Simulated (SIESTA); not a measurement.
CdS (Greenockite):

```xyz
4
Lattice="4.1500 0.0000 0.0000 -2.0750 3.5940 0.0000 0.0000 0.0000 6.7370" Properties=species:S:1:pos:R:3 pbc="T T T"
Cd    2.0750    1.1980    3.3685
Cd    0.0000    2.3960    0.0000
S     2.0750    1.1980    5.8949
S     0.0000    2.3960    2.5264
```

Base run:

| Quantity | Value |
| --- | --- |
| Program | SIESTA 5.4.2 |
| Functional | BLYP |
| Potentials or basis | PseudoDojo 0.4 standard (PBE files) |
| Basis | DZP (energy shift 0.003 Ry; two zetas on semicore shells) |
| Grid cutoff | 800 Ry |
| Energy shift | 0.003 Ry |
| k mesh | 7 × 7 × 4 |
| Occupations | fermi-dirac, width 0.05 eV |
| Spin | no spin polarisation |

Its results: band gap on the k mesh 1.38 eV, direct; pressure 5.6 GPa; largest force 0.075 eV/Å.

**Question.** The run is repeated on the same cell with these changes: functional from BLYP to vdW-DF-cx. What comes out?

**Answer.** Band gap on the k mesh 1.29 eV, direct; pressure 0.1 GPa; largest force 0.070 eV/Å.

Caveats: the potentials were made for another functional, which shifts forces and pressure; the basis of atomic orbitals isn't converged, which shifts pressures, moduli and gaps.
